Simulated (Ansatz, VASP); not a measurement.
One calculation of Sb, two programs

```
Sb
1.0
     2.99964    0.00000    0.00000
     0.00000    5.81818    0.00000
     0.00000    0.00000    7.98293
Sb
5
Cartesian
  1.4998 4.3859 2.5235
  1.4998 1.4322 2.5235
  1.4998 4.3859 5.4594
  1.4998 1.4322 5.4594
  1.4998 2.9091 0.0000
```

Alike in both runs: task single point; functional PBE; k mesh 6 × 4 × 2; occupations gaussian, width 0.1 eV; no spin polarisation.

|  | VASP | Ansatz |
| --- | --- | --- |
| version | VASP 6.6.1 | Ansatz 0.2.0 |
| potentials or method | VASP PAW PBE potentials, release 64 (Sb) | scalar-relativistic, plane waves, PAW |
| plane-wave cutoff (eV) | 520 | 420 |
| valence electrons in the cell | 25 | 75 |

|  | VASP | Ansatz | Ansatz less VASP |
| --- | --- | --- | --- |
| gap on the k mesh at the Fermi level (eV) | none | none | - |
| pressure (GPa) | 12.7 | 12.6 | -0.13 |
| largest component of the traceless stress (GPa) | 3.42 | 3.38 | -0.038 |
| rms of the force components (eV/Å) | 0.049 | 0.048 | -0.0010 |

Atom by atom the forces differ by 0.006 eV/Å (rms over components). A gap of «none» marks a metal or a gap that the smearing closes. The two sets of potentials don't hold the same shells in valence.

Caveats: the k mesh is coarse (spacing up to 0.39 Å⁻¹), so the values aren't converged. The runs have no spin-orbit coupling, so splittings on Sb are missing.
